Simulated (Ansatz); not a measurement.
Runs of Ansatz 0.2.0 on BaTiO3. It takes space group P4mm (No. 99, tetragonal). The conventional cell has a = 4.000 Å, b = 4.000 Å, c = 4.018 Å, α = 90.00°, β = 90.00°, γ = 90.00°. Around Ba (site symmetry 4mm) lie 12 O at 2.79 to 2.88 Å. Around Ti (site symmetry 4mm) lie 6 O at 1.89 to 2.13 Å. Around O (site symmetry 2mm) lie 2 Ti at 2.00 Å. Around O (site symmetry 4mm) lie 2 Ti at 1.89 to 2.13 Å. 

```csv
level,gap on the mesh (eV),pressure (GPa),relaxed volume (Å³/atom)
PBE+D3(BJ)-ATM,(b),0.0,12.97
PBE,1.94,0.0,13.34
PBE+D3(BJ),1.97,0.0,(a)
PBE+D4,1.97,0.0,13.01
```

Alike in all rows: task relaxation of cell and atoms; potentials or basis Ansatz PAW; no spin polarisation; cell relaxed; k mesh 7 × 7 × 7; cutoff (eV) 420; smearing fermi-dirac 0.05 eV.

Task: Fill in the values left out.

Result: (a) 12.92; (b) 1.96.

Caveats: odd divisions of the mesh miss points on the zone boundary, where band edges often lie, so the gap on the mesh can be too wide; the plane-wave basis is chosen anew once the cell has moved, so the energies of steps on either side of that aren't comparable; spin-orbit coupling is left out, which moves the levels of the heavy elements.

A k mesh can miss the band edges, and the runs leave out spin-orbit coupling on Ba.
